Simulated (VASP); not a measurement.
The system is BN.

```
N B
1.0
     0.00000    1.81300    1.81300
     1.81300    0.00000    1.81300
     1.81300    1.81300    0.00000
N B
1 1
Direct
  0.25000 0.25000 0.25000
  0.00000 0.00000 0.00000
```

The cell is a database's computed one.

Program: VASP 6.6.1. Alike in all runs: task band structure; no spin polarisation; cell as given; smearing fermi-dirac 0.05 eV.

Task: Order these runs on this cell by their pressure, lowest first.
A. level PBE; potentials or basis VASP PAW PBE potentials, release 64 (N_GW, B_GW); k mesh 13 × 13 × 13; cutoff (eV) 550; mesh quality not flagged
B. level r2SCAN0; potentials or basis VASP PAW PBE potentials, release 64 (N, B); k mesh 7 × 7 × 7; cutoff (eV) 520; grid for exact exchange (PRECFOCK) Fast; exchange at q = 0 truncated; mesh quality coarse
C. level HSE06; potentials or basis VASP PAW PBE potentials, release 64 (N, B); k mesh 7 × 7 × 7; cutoff (eV) 520; grid for exact exchange (PRECFOCK) Fast; screening parameter 0.2 1/A; mesh quality coarse

Result: B (-10.7 GPa), C (-9.1 GPa), A (-0.5 GPa).

Caveats: some runs use coarse meshes; the PAW data sets were made with another functional, which shifts forces and pressure a little (some runs).
